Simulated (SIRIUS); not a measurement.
A run of SIRIUS 7.12.0 is set up as follows.

Contents of sirius.json:

```json
{
  "control": {
    "processing_unit": "cpu",
    "verbosity": 2,
    "num_bands_to_print": 14,
    "print_forces": true,
    "print_stress": true
  },
  "parameters": {
    "electronic_structure_method": "pseudopotential",
    "xc_functionals": ["XC_GGA_X_PBE", "XC_GGA_C_PBE"],
    "gk_cutoff": 8.7,
    "pw_cutoff": 17.4,
    "ngridk": [12, 12, 12],
    "shiftk": [0, 0, 0],
    "smearing": "fermi_dirac",
    "smearing_width": 0.0018374661,
    "num_bands": 14,
    "num_mag_dims": 0,
    "num_dft_iter": 100,
    "energy_tol": 1e-08,
    "density_tol": 1e-06
  },
  "iterative_solver": {
    "type": "davidson",
    "min_tolerance": 1e-10
  },
  "mixer": {
    "type": "anderson",
    "beta": 0.7,
    "max_history": 8
  },
  "settings": {
    "tol_ne": 1e-10
  },
  "unit_cell": {
    "lattice_vectors": [
      [-2.990198684671, 2.990198684671, 2.990198684671],
      [2.990198684671, -2.990198684671, 2.990198684671],
      [2.990198684671, 2.990198684671, -2.990198684671]
    ],
    "atom_coordinate_units": "lattice",
    "atom_types": ["W"],
    "atom_files": {
      "W": "W.json"
    },
    "atoms": {
      "W": [
        [0.0, 0.0, 0.0]
      ]
    }
  }
}
```

Potentials or basis: PseudoDojo 0.4.1 PBE standard (scalar relativistic).

Run with:

```sh
$ upf_to_json W.upf
$ OMP_NUM_THREADS=1 sirius.scf --input=sirius.json --output=out.json --task=0
```

What does it give for the pressure?

5.9 GPa.

Estimate the band gap on the k mesh.

none (metal or under the smearing width).

Spin-orbit coupling is left out, which matters for the levels of W.
